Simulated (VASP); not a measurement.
# CdTe (F-43m) in VASP: a series of runs

One crystal, CdTe, is run at these levels: LDA; tasks: band structure, Born charges and dielectric tensor.

Program: VASP 6.6.1. These are calculated values, not measurements. Logs are shortened: lines on timing, memory, paths and dates and some standing lists are left out, and cuts for length are marked.

**1. Starting point**

The structure is cubic, space group F-43m (No. 216). The conventional cell has a = 6.419 Å, b = 6.419 Å, c = 6.419 Å, α = 90.00°, β = 90.00°, γ = 90.00°. Cd (site symmetry -43m) has 4 Te at 2.78 Å as nearest neighbours. Around Te (site symmetry -43m) lie 4 Cd at 2.78 Å.

**2. Band structure, LDA**

INCAR

```
PREC = Accurate ; ENCUT = 350
EDIFF = 1E-7 ; ISMEAR = 0
SIGMA = 0.02 ; LREAL = F
LASPH = T ; NELM = 100
ALGO = Fast ; ISIF = 2
LWAVE = F ; LCHARG = F
GGA = CA
```

KPOINTS

```
Automatic mesh
0
Gamma
  4 4 4
```

POSCAR

```
CdTe                                    
1.0
    0.0000000000      3.2092694300      3.2092694300
    3.2092694300      0.0000000000      3.2092694300
    3.2092694300      3.2092694300      0.0000000000
  Cd              Te            
     1     1
Direct
     1.0000000000000000    1.0000000000000000    1.0000000000000000
     0.2500000000000000    0.2500000000000000    0.2500000000000000
```

KPOINTS_OPT

```
path GXWKGLUWLK,UX
20
line-mode
reciprocal
 0.0000000000  0.0000000000  0.0000000000  G
 0.5000000000  0.0000000000  0.5000000000  X

 0.5000000000  0.0000000000  0.5000000000  X
 0.5000000000  0.2500000000  0.7500000000  W

 0.5000000000  0.2500000000  0.7500000000  W
 0.3750000000  0.3750000000  0.7500000000  K

 0.3750000000  0.3750000000  0.7500000000  K
 0.0000000000  0.0000000000  0.0000000000  G

 0.0000000000  0.0000000000  0.0000000000  G
 0.5000000000  0.5000000000  0.5000000000  L

 0.5000000000  0.5000000000  0.5000000000  L
 0.6250000000  0.2500000000  0.6250000000  U

 0.6250000000  0.2500000000  0.6250000000  U
 0.5000000000  0.2500000000  0.7500000000  W

 0.5000000000  0.2500000000  0.7500000000  W
 0.5000000000  0.5000000000  0.5000000000  L

 0.5000000000  0.5000000000  0.5000000000  L
 0.3750000000  0.3750000000  0.7500000000  K

 0.6250000000  0.2500000000  0.6250000000  U
 0.5000000000  0.0000000000  0.5000000000  X
```

Potentials or basis: VASP PAW LDA potentials, release 64 (Cd, Te).

Run with:

```sh
$ cat potpaw_LDA.64/Cd/POTCAR potpaw_LDA.64/Te/POTCAR > POTCAR
$ mpirun -np 1 vasp_std > vasp.out
```

OUTCAR:

```text
PREC = Accurate
   ENCUT = 350
   EDIFF = 1E-7
   ISMEAR = 0
   LREAL = F
   LASPH = T
   NELM = 100
   ISIF = 2
   GGA = CA

 ion  position               nearest neighbor table
   1  0.000  0.000  0.000-   2 2.78   2 2.78   2 2.78   2 2.78
   2  0.250  0.250  0.250-   1 2.78   1 2.78   1 2.78   1 2.78

  LATTYP: Found a face centered cubic cell.
 ALAT       =     6.4185388600

  Lattice vectors:

 A1 = (   0.0000000000,   3.2092694300,   3.2092694300)
 A2 = (   3.2092694300,   0.0000000000,   3.2092694300)
 A3 = (   3.2092694300,   3.2092694300,   0.0000000000)

Analysis of symmetry for initial positions (statically):
=====================================================================
 Subroutine PRICEL returns:
 Original cell was already a primitive cell.

 Routine SETGRP: Setting up the symmetry group for a
 face centered cubic supercell.

 Subroutine GETGRP returns: Found 24 space group operations
 (whereof 24 operations were pure point group operations)
 out of a pool of 48 trial point group operations.

The static configuration has the point symmetry T_d .

Analysis of symmetry for dynamics (positions and initial velocities):
=====================================================================
 Subroutine PRICEL returns:
 Original cell was already a primitive cell.

 Routine SETGRP: Setting up the symmetry group for a
 face centered cubic supercell.

 Subroutine GETGRP returns: Found 24 space group operations
 (whereof 24 operations were pure point group operations)
 out of a pool of 48 trial point group operations.

The dynamic configuration has the point symmetry T_d .

 Subroutine INISYM returns: Found 24 space group operations
 (whereof 24 operations are pure point group operations),
 and found     1 'primitive' translations

----------------------------------------------------------------------------------------

                                     Primitive cell

  volume of cell :      66.1072

  direct lattice vectors                    reciprocal lattice vectors
     0.000000000  3.209269430  3.209269430    -0.155798698  0.155798698  0.155798698
     3.209269430  0.000000000  3.209269430     0.155798698 -0.155798698  0.155798698
     3.209269430  3.209269430  0.000000000     0.155798698  0.155798698 -0.155798698

  length of vectors
     4.538592353  4.538592353  4.538592353     0.269851261  0.269851261  0.269851261

  position of ions in fractional coordinates (direct lattice)
     0.000000000  0.000000000  0.000000000
     0.250000000  0.250000000  0.250000000

  ion indices of the primitive-cell ions
   primitive index   ion index
                 1           1
                 2           2

----------------------------------------------------------------------------------------

 KPOINTS: Automatic mesh

Automatic generation of k-mesh.
 Grid dimensions read from file:
 generate k-points for:    4    4    4

 Generating k-lattice:

  Cartesian coordinates                     Fractional coordinates (reciprocal lattice)
    -0.038949675  0.038949675  0.038949675     0.250000000  0.000000000  0.000000000
     0.038949675 -0.038949675  0.038949675     0.000000000  0.250000000  0.000000000
     0.038949675  0.038949675 -0.038949675     0.000000000  0.000000000  0.250000000

  Length of vectors
     0.067462815  0.067462815  0.067462815

  Shift w.r.t. Gamma in fractional coordinates (k-lattice)
     0.000000000  0.000000000  0.000000000

 Subroutine IBZKPT returns following result:
 ===========================================

 Found      8 irreducible k-points:

 Following reciprocal coordinates:
            Coordinates               Weight
  0.000000  0.000000  0.000000      1.000000
  0.250000  0.000000  0.000000      8.000000
  0.500000  0.000000  0.000000      4.000000
  0.250000  0.250000  0.000000      6.000000
  0.500000  0.250000  0.000000     24.000000
 -0.250000  0.250000  0.000000     12.000000
  0.500000  0.500000  0.000000      3.000000
 -0.250000  0.500000  0.250000      6.000000
   k-points           NKPTS =      8   k-points in BZ     NKDIM =      8   number of bands    NBANDS=     13
   number of dos      NEDOS =    301   number of ions     NIONS =      2
   total plane-waves  NPLWV =  21952
   dimension x,y,z NGX =    28 NGY =   28 NGZ =   28
   dimension x,y,z NGXF=    56 NGYF=   56 NGZF=   56
   ions per type =               1   1
   NGX,Y,Z   is equivalent  to a cutoff of  10.26, 10.26, 10.26 a.u.
   NGXF,Y,Z  is equivalent  to a cutoff of  20.51, 20.51, 20.51 a.u.
 SYSTEM =  unknown system
   PREC   = accura    normal or accurate (medium, high low for compatibility)
   ISTART =      0    job   : 0-new  1-cont  2-samecut
   ICHARG =      2    charge: 1-file 2-atom 10-const
   ISPIN  =      1    spin polarized calculation?
   LNONCOLLINEAR =      F non collinear calculations
   LSORBIT =      F    spin-orbit coupling
   LASPH  =      T    aspherical Exc in radial PAW
   ENCUT  =  350.0 eV  25.72 Ry    5.07 a.u.   6.92  6.92  6.92*2*pi/ulx,y,z
   NELM   =    100;   NELMIN=  2; NELMDL= -5     # of ELM steps
   EDIFF  = 0.1E-06   stopping-criterion for ELM
   LREAL  =      F    real-space projection
   EDIFFG = 0.1E-05   stopping-criterion for IOM
   NSW    =      0    number of steps for IOM
   IBRION =     -1    ionic relax: 0-MD 1-quasi-New 2-CG
   NFREE  =      0    steps in history (QN), initial steepest desc. (CG)
   ISIF   =      2    stress and relaxation
   ISYM   =      2    0-nonsym 1-usesym 2-fastsym
   POTIM  = 0.5000    time-step for ionic-motion
   TEBEG  =    0.0;   TEEND  =   0.0 temperature during run
   PSTRESS=    0.0 pullay stress
   NELECT =      18.0000    total number of electrons
   NUPDOWN=      -1.0000    fix difference up-down
   EMIN   =  10.00;   EMAX   =-10.00  energy-range for DOS
   EFERMI =   0.00;   METHOD = LEGACY
   ISMEAR =     0;   SIGMA  =   0.02  broadening in eV -4-tet -1-fermi 0-gaus
   EFERMI_NEDOS =   21; number of points for ismear=-14 and -15
   IALGO  =     68    algorithm
   IMIX   =      4    mixing-type and parameters
     AMIX     =   0.40;   BMIX     =  1.00
     AMIX_MAG =   1.60;   BMIX_MAG =  1.00
  volume/ion in A,a.u.               =      33.05       223.06
  Fermi-wavevector in a.u.,A,eV,Ry     =   1.061083  2.005157 15.318770  1.125898
  Thomas-Fermi vector in A             =   2.196487
   LORBIT       =      0    0 simple, 1 ext, 2 COOP (PROOUT), +10 PAW based schemes
   GGA     = CA    functional components
   LHFCALC =     F    Hartree Fock is set to
   AEXX    =    0.0000 exact exchange contribution
   IVDW    =     0    specifies the selected vdW correction
   LEPSILON=     F    determine dielectric tensor
   LRPA    =     F    only Hartree local field effects (RPA)
 non-spin polarized calculation
 RMM-DIIS sequential band-by-band and
 Gauss-broadening in eV      SIGMA  =   0.02
  energy-cutoff  :      350.00
  volume of cell :       66.11
 maximum number of plane-waves:       992
   NGX = 13   NGY = 13   NGZ = 13

 number of electron      18.0000010 magnetization

 Free energy of the ion-electron system (eV)
  ---------------------------------------------------
  ext. energy  EPLUGINS =         0.00000000
  ---------------------------------------------------
  free energy    TOTEN  =        -5.97581666 eV

  energy without entropy =       -5.97581666  energy(sigma->0) =       -5.97581666

 E-fermi :   2.6004     XC(G=0):  -9.0645

 val. band max:        2.4599329318   @ k =   0.0000   0.0000   0.0000
 cond. band min:       3.0783190904   @ k =   0.0000   0.0000   0.0000
 fundamental gap:      0.6183861586
 Fermi energy:         2.6004014862

 k-point     1 :       0.0000    0.0000    0.0000
  band No.  band energies     occupation
      1      -8.9494      2.00000
      2      -5.9593      2.00000
      3      -5.9593      2.00000
      4      -5.9593      2.00000
      5      -5.6755      2.00000
      6      -5.6755      2.00000
      7       2.4599      2.00000
      8       2.4599      2.00000
      9       2.4599      2.00000
     10       3.0783      0.00000
     11       6.9142      0.00000
     12       6.9142      0.00000
     13       6.9142      0.00000

 k-point     2 :       0.2500    0.0000    0.0000
  band No.  band energies     occupation
      1      -8.7313      2.00000
      2      -5.9207      2.00000
      3      -5.9207      2.00000
      4      -5.7559      2.00000
      5      -5.6765      2.00000
      6      -5.6765      2.00000
      7      -0.4257      2.00000
      8       1.9953      2.00000
      9       1.9953      2.00000
     10       4.3162      0.00000
     11       7.4868      0.00000
     12       7.4868      0.00000
     13       7.7139      0.00000

 k-point     3 :       0.5000    0.0000    0.0000
  band No.  band energies     occupation
      1      -8.5152      2.00000
      2      -5.8909      2.00000
      3      -5.8909      2.00000
      4      -5.6666      2.00000
      5      -5.6666      2.00000
      6      -5.3023      2.00000
      7      -2.2264      2.00000
      8       1.6250      2.00000
      9       1.6250      2.00000
     10       4.1224      0.00000
     11       7.5188      0.00000
     12       7.5188      0.00000
     13       9.3149      0.00000

 k-point     4 :       0.2500    0.2500    0.0000
  band No.  band energies     occupation
      1      -8.6605      2.00000
      2      -5.8755      2.00000
      3      -5.8755      2.00000
      4      -5.7981      2.00000
      5      -5.6593      2.00000
      6      -5.6514      2.00000
      7      -0.3472      2.00000
      8       1.2858      2.00000
      9       1.2858      2.00000
     10       5.2931      0.00000
     11       5.6073      0.00000
     12       8.8594      0.00000
     13       8.8616      0.00000

 k-point     5 :       0.5000    0.2500    0.0000
  band No.  band energies     occupation
      1      -8.4501      2.00000
      2      -5.8561      2.00000
      3      -5.8337      2.00000
      4      -5.7233      2.00000
      5      -5.6589      2.00000
      6      -5.2472      2.00000
      7      -1.8450      2.00000
      8       0.2227      2.00000
      9       0.9777      2.00000
     10       5.2770      0.00000
     11       6.8676      0.00000
     12       8.4955      0.00000
     13       9.1292      0.00000

 k-point     6 :      -0.2500    0.2500    0.0000
  band No.  band energies     occupation
      1      -8.5185      2.00000
      2      -5.8722      2.00000
      3      -5.8718      2.00000
      4      -5.6859      2.00000
      5      -5.6856      2.00000
      6      -5.3933      2.00000
      7      -1.4543      2.00000
      8       0.1467      2.00000
      9       1.5898      2.00000
     10       5.5081      0.00000
     11       7.5272      0.00000
     12       7.9901      0.00000
     13       8.2061      0.00000

 k-point     7 :       0.5000    0.5000    0.0000
  band No.  band energies     occupation
      1      -8.3830      2.00000
      2      -5.7972      2.00000
      3      -5.7800      2.00000
      4      -5.7800      2.00000
      5      -5.6429      2.00000
      6      -5.1548      2.00000
      7      -2.0821      2.00000
      8       0.4592      2.00000
      9       0.4592      2.00000
     10       4.8114      0.00000
     11       4.9816      0.00000
     12      11.2511      0.00000
     13      11.5729      0.00000

 k-point     8 :      -0.2500    0.5000    0.2500
  band No.  band energies     occupation
      1      -8.3850      2.00000
      2      -5.8255      2.00000
      3      -5.8224      2.00000
      4      -5.7090      2.00000
      5      -5.6774      2.00000
      6      -5.0604      2.00000
      7      -1.9597      2.00000
      8      -0.0297      2.00000
      9       0.0814      2.00000
     10       6.7097      0.00000
     11       6.9857      0.00000
     12       7.8879      0.00000
     13       8.5758      0.00000

------------------------ aborting loop because EDIFF is reached ----------------------------------------

  FORCE on cell =-STRESS in cart. coord.  units (eV):
  Direction    XX          YY          ZZ          XY          YZ          ZX
  --------------------------------------------------------------------------------------
  -------------------------------------------------------------------------------------
  Total       -0.0022597     -0.0022597     -0.0022597     -0.0000000      0.0000000     -0.0000000
  in kB       -0.0547669     -0.0547669     -0.0547669     -0.0000000      0.0000000     -0.0000000
  external PRESSURE =      -0.0547669 kB  Pullay stress =       0.0000000 kB

 VOLUME and BASIS-vectors are now :
 -----------------------------------------------------------------------------
  energy-cutoff  :      350.00
  volume of cell :       66.11
      direct lattice vectors                 reciprocal lattice vectors
     0.000000000  3.209269430  3.209269430    -0.155798698  0.155798698  0.155798698
     3.209269430  0.000000000  3.209269430     0.155798698 -0.155798698  0.155798698
     3.209269430  3.209269430  0.000000000     0.155798698  0.155798698 -0.155798698

 POSITION                                       TOTAL-FORCE (eV/Angst)
 -----------------------------------------------------------------------------------
      0.00000      0.00000      0.00000         0.000000      0.000000      0.000000
      1.60463      1.60463      1.60463        -0.000000     -0.000000     -0.000000
 -----------------------------------------------------------------------------------
    total drift:                               -0.000001     -0.000001     -0.000001

  FREE ENERGIE OF THE ION-ELECTRON SYSTEM (eV)
  ---------------------------------------------------
  free  energy   TOTEN  =        -5.9758166600 eV

  energy  without entropy=       -5.9758166600  energy(sigma->0) =       -5.97581666
```

Run time: 19 s. Hardware: 1 thread of Intel Xeon 6975P-C (Granite Rapids), shared host; peak memory 0.14 GiB.

What came out:

- Free energy: -5.9758 eV
- Pressure: 0.0 GPa
- Band gap on the k mesh: 0.62 eV, direct
- Band gap along the path: 0.62 eV, direct

Levels at the corners of the path, in eV from the valence-band top:
| point | band 6 | band 7 | band 8 | band 9 | band 10 | band 11 | band 12 | band 13 |
| --- | --- | --- | --- | --- | --- | --- | --- | --- |
| Γ | -8.14 | 0.00 | 0.00 | 0.00 | 0.62 | 4.45 | 4.45 | 4.45 |
| X | -7.61 | -4.54 | -2.00 | -2.00 | 2.35 | 2.52 | 8.79 | 9.11 |
| X | -7.61 | -4.54 | -2.00 | -2.00 | 2.35 | 2.52 | 8.79 | 9.11 |
| W | -7.52 | -4.42 | -2.49 | -2.38 | 4.25 | 4.53 | 5.43 | 6.12 |
| W | -7.52 | -4.42 | -2.49 | -2.38 | 4.25 | 4.53 | 5.43 | 6.12 |
| K | -7.56 | -4.44 | -2.75 | -1.66 | 2.71 | 4.43 | 7.23 | 7.41 |
| K | -7.56 | -4.44 | -2.75 | -1.66 | 2.71 | 4.43 | 7.23 | 7.41 |
| Γ | -8.14 | 0.00 | 0.00 | 0.00 | 0.62 | 4.45 | 4.45 | 4.45 |
| Γ | -8.14 | 0.00 | 0.00 | 0.00 | 0.62 | 4.45 | 4.45 | 4.45 |
| L | -7.76 | -4.69 | -0.83 | -0.83 | 1.66 | 5.06 | 5.06 | 6.86 |
| L | -7.76 | -4.69 | -0.83 | -0.83 | 1.66 | 5.06 | 5.06 | 6.86 |
| U | -7.56 | -4.44 | -2.75 | -1.66 | 2.71 | 4.43 | 7.23 | 7.41 |
| U | -7.56 | -4.44 | -2.75 | -1.66 | 2.71 | 4.43 | 7.23 | 7.41 |
| W | -7.52 | -4.42 | -2.49 | -2.38 | 4.25 | 4.53 | 5.43 | 6.12 |
| W | -7.52 | -4.42 | -2.49 | -2.38 | 4.25 | 4.53 | 5.43 | 6.12 |
| L | -7.76 | -4.69 | -0.83 | -0.83 | 1.66 | 5.06 | 5.06 | 6.86 |
| L | -7.76 | -4.69 | -0.83 | -0.83 | 1.66 | 5.06 | 5.06 | 6.86 |
| K | -7.56 | -4.44 | -2.75 | -1.66 | 2.71 | 4.43 | 7.23 | 7.41 |
| U | -7.56 | -4.44 | -2.75 | -1.66 | 2.71 | 4.43 | 7.23 | 7.41 |
| X | -7.61 | -4.54 | -2.00 | -2.00 | 2.35 | 2.52 | 8.79 | 9.11 |

Caveat: the k mesh is coarse (spacing up to 0.42 Å⁻¹), so the values aren't converged; spin-orbit coupling is left out, which moves the levels of the heavy elements.

(Part 1 of 2 ends here.)
